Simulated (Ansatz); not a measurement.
## SiMo3: do energies and stresses tell the same story?

These are results of Ansatz 0.2.0, DFT PBE, scalar-relativistic, plane waves, PAW, not measurements.

Settings: cutoff 420 eV, Γ-centred mesh 8×8×8 on the computed 8-atom cell, Gaussian smearing of 0.10 eV; no spin polarisation.

Relaxed cell: Pm-3n, a = 4.906 Å, b = 4.906 Å, c = 4.906 Å, α = 90.00°, β = 90.00°, γ = 90.00°, 8 atoms in the primitive cell. Whether it is the stable form of this composition wasn't checked.

Energies at zero smearing and pressures from the stress tensor, at volumes with shape and atoms relaxed:
```json
{"V (Å³/atom)": "12.993", "E − E(first) (meV/atom)": "0.00", "P (GPa)": "41.75"}
{"V (Å³/atom)": "13.436", "E − E(first) (meV/atom)": "-96.89", "P (GPa)": "28.72"}
{"V (Å³/atom)": "13.878", "E − E(first) (meV/atom)": "-160.48", "P (GPa)": "17.59"}
{"V (Å³/atom)": "14.321", "E − E(first) (meV/atom)": "-195.59", "P (GPa)": "8.09"}
{"V (Å³/atom)": "14.764", "E − E(first) (meV/atom)": "-206.41", "P (GPa)": "0.00"}
{"V (Å³/atom)": "15.207", "E − E(first) (meV/atom)": "-196.54", "P (GPa)": "-6.90"}
{"V (Å³/atom)": "15.650", "E − E(first) (meV/atom)": "-169.07", "P (GPa)": "-12.77"}
{"V (Å³/atom)": "16.241", "E − E(first) (meV/atom)": "-109.58", "P (GPa)": "-19.25"}
```

Task: Check P = −dE/dV between neighbouring volumes, and get the bulk modulus from the pressures alone.

Result: With 1 eV/Å³ = 160.2 GPa:
```tsv
middle V (Å³/atom)	−ΔE/ΔV (GPa)	mean P (GPa)
13.214	35.047	35.232
13.657	23.001	23.152
14.100	12.700	12.841
14.543	3.914	4.046
14.986	-3.570	-3.449
15.429	-9.934	-9.831
15.945	-16.141	-16.005
```

The two differ by 0.18 GPa at most. The mean of two end pressures misses the average over a step by about ΔV² P″/12, up to 0.17 GPa here; with that taken off 0.03 GPa remains. The stress is the derivative of the free energy, not of the energy at zero smearing, and with free energies 0.00 GPa remains. Around V = 14.764 Å³/atom, the two neighbours give B = −V ΔP/ΔV = 14.764 × 14.99 / 0.886 = 249.8 GPa, against B0 = 248.5 GPa from the Birch–Murnaghan fit of the energies.